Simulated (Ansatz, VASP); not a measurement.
# LiF: VASP beside Ansatz

Contents of INCAR:

```
SYSTEM = LiF
PREC     = Accurate       ! precision mode
ENCUT    = 520            ! plane-wave cutoff, eV
EDIFF    = 1E-6           ! SCF threshold, eV
ISMEAR   = 0              ! smearing method
SIGMA    = 0.1            ! smearing width, eV
LREAL    = .FALSE.        ! projectors in reciprocal space
LASPH    = .TRUE.         ! aspherical terms in the spheres
NELM     = 100            ! most SCF steps
ALGO     = Normal         ! electronic algorithm
ISIF     = 2              ! what is computed and relaxed
LWAVE    = .FALSE.        ! write WAVECAR
LCHARG   = .FALSE.        ! write CHGCAR
GGA      = PE             ! functional
NBANDS   = 24             ! bands
```

File KPOINTS:

```
Automatic mesh
0
G
  6 6 4
  0 0 0
```

POSCAR

```
LiF
1.0
    2.8430436600      0.0000000000      0.0000000000
   -1.4215218300      2.4621480400      0.0000000000
    0.0000000000      0.0000000000      6.2263572400
Li F
3 3
Direct
    0.0000000000      0.5000000000      0.1666666700
    0.5000000000      0.5000000000      0.8333333300
    0.5000000000      0.0000000000      0.5000000000
    0.5000000000      0.5000000000      0.3333333300
    0.5000000000      0.0000000000      0.0000000000
    0.0000000000      0.5000000000      0.6666666700
```

Input for Ansatz:

```yaml
crystal:
  lattice:
    - [2.84304366, 0.0, 0.0]
    - [-1.42152183, 2.46214804, 0.0]
    - [0.0, 0.0, 6.22635724]
  atoms:
    - { symbol: Li, position: [0.0, 0.5, 0.16666667] }
    - { symbol: Li, position: [0.5, 0.5, 0.83333333] }
    - { symbol: Li, position: [0.5, 0.0, 0.5] }
    - { symbol: F, position: [0.5, 0.5, 0.33333333] }
    - { symbol: F, position: [0.5, 0.0, 0.0] }
    - { symbol: F, position: [0.0, 0.5, 0.66666667] }
basis:
  ecutwfc: 420
kpoints:
  mp_grid: { grid: [6, 6, 4] }
hamiltonian:
  xc: pbe
scf:
  occupations: { method: gaussian, width: 0.1 }
  lower_state_search: "off"
output:
  forces: true
  stress: true
  eigenvalues: true
```

Alike in both runs: task single point; functional PBE; k mesh 6 × 6 × 4; occupations gaussian, width 0.1 eV; no spin polarisation.

```csv
,VASP,Ansatz
version,VASP 6.6.1,Ansatz 0.2.0
potentials or method,"VASP PAW PBE potentials, release 64 (Li_sv, F)","scalar-relativistic, plane waves, PAW"
plane-wave cutoff (eV),520,420
valence electrons in the cell,30,30
```

|  | VASP | Ansatz | Ansatz less VASP |
| --- | --- | --- | --- |
| gap on the k mesh at the Fermi level (eV) | 9.32 | 9.34 | +0.016 |
| least direct gap on the mesh (eV) | 9.32 | 9.34 | +0.016 |

With one functional, cell and mesh, what is left measures potentials, basis and numerics.

Caveats: the k mesh is coarse (spacing up to 0.43 Å⁻¹), so the values aren't converged. A k mesh can miss the band edges. As with any semilocal functional, this PBE gap is likely too small.
